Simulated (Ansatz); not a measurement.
**Levels of theory for LiF (h-MgO type)**

All numbers come from the PAW code Ansatz. The calculation is spin-unpolarised, and the structure need not be a phase that has been made.

LiF, h-MgO type, relaxed with r2SCAN. The symmetry is P6_3/mmc (No. 194, hexagonal); a = 3.280 Å, c = 4.000 Å in the conventional setting, 9.32 Å³ an atom. Li has 5 F at 1.89–2.00 Å; F has 5 Li at 1.89–2.00 Å.

Relaxed lattice by functional, symmetry kept:

| functional | k mesh | a (Å) | c (Å) | volume (Å³/atom) |
| --- | --- | --- | --- | --- |
| PBE | 12×12×6 | 3.329 | 4.096 | 9.83 |
| r2SCAN | 12×12×6 | 3.280 | 4.000 | 9.32 |
| PBEsol | 12×12×6 | 3.297 | 4.017 | 9.45 |
| LDA | 12×12×6 | 3.221 | 3.907 | 8.77 |
| HSE06 | 6×6×4 | 3.290 | 4.032 | 9.45 |

On this one geometry the levels give:

| level | k mesh | gap (eV) | kind | edges | least direct gap (eV) | rough cost |
| --- | --- | --- | --- | --- | --- | --- |
| LDA | 12×12×6 | 7.52 | direct | Γ | 7.52 | 6 core-seconds |
| PBE | 12×12×6 | 7.82 | direct | Γ | 7.82 | 7 core-seconds |
| r2SCAN | 12×12×6 | 8.53 | direct | Γ | 8.53 | 11 core-seconds |
| HSE06 | 6×6×4 | 9.98 | direct | Γ | 9.98 | 2.1 core-minutes |
| DDH-PBE0 | 6×6×4 | 13.99 | direct | Γ | 13.99 | 2.5 core-minutes |
| PBE0 | 6×6×4 | 10.75 | direct | Γ | 10.75 | 2.1 core-minutes |
| LC-ωPBE | 6×6×4 alone | 15.65 | direct | Γ | 15.65 | 60 core-seconds |
| Hartree-Fock | 6×6×4 | 19.75 | direct | Γ | 19.75 | 2.3 core-minutes |
| G0W0@PBE (111 empty bands, 120 eV, 6×6×4) | 6×6×4 | 11.79 | – | Γ (mesh) | – | 2.1 core-minutes |
| G0W0@PBE (276 empty bands, 220 eV, 6×6×4) | 6×6×4 | 12.04 | – | Γ (mesh) | – | 13 core-minutes |

PBE: smearing of 0.02 eV; the others have fixed occupations.
Wave cutoffs: 420 eV, 500 eV (r2SCAN).
A mesh marked alone had no extra points solved.
The G0W0 gap is PBE's gap over the path plus the quasiparticle shift read on the mesh. The G0W0 figures hold for the stated bands, cutoff and mesh and aren't extrapolated.
Costs come from shared machines and give only the order; PBE's includes the band path.

With HSE06 the gap is 9.98 eV and direct, at Γ. With r2SCAN, at Γ the top three valence levels group as 1+2 from the top, spread over 492 meV.

r2SCAN covers 33 % of the step from PBE to HSE06, while HSE06 needs about 11 times r2SCAN's cost (on a coarser mesh). Among these functionals the gap stays direct.

r2SCAN (ground state on 9×9×6): ε∞: 1.86 along x and y, 1.87 along z. Born charges, averaged over directions: Li +1.00, F -1.00 e. PBE (ground state on 9×9×6): The electronic dielectric tensor ε∞ is 1.91 along x and y, 1.93 along z. Born charges, averaged over directions: Li +1.00, F -1.00 e.

On the PBEsol cell (a = 3.297 Å, c = 4.017 Å), with PBEsol: All optical modes at Γ are real, from 239 to 429 cm⁻¹ without the longitudinal term; this says nothing of other wave vectors. With the long-range field the highest mode reaches 656 cm⁻¹. ε∞: 1.93 along x and y, 1.95 along z. With the ions relaxed, ε⁰ is 4.6 along x and y, 10.5 along z. Born charges, averaged over directions: Li +1.00, F -1.00 e.

The meshes of the hybrids are coarse, so their gaps aren't converged to the digits shown.

The splittings at Γ are without spin-orbit coupling, which regroups them where it is of like size or larger.
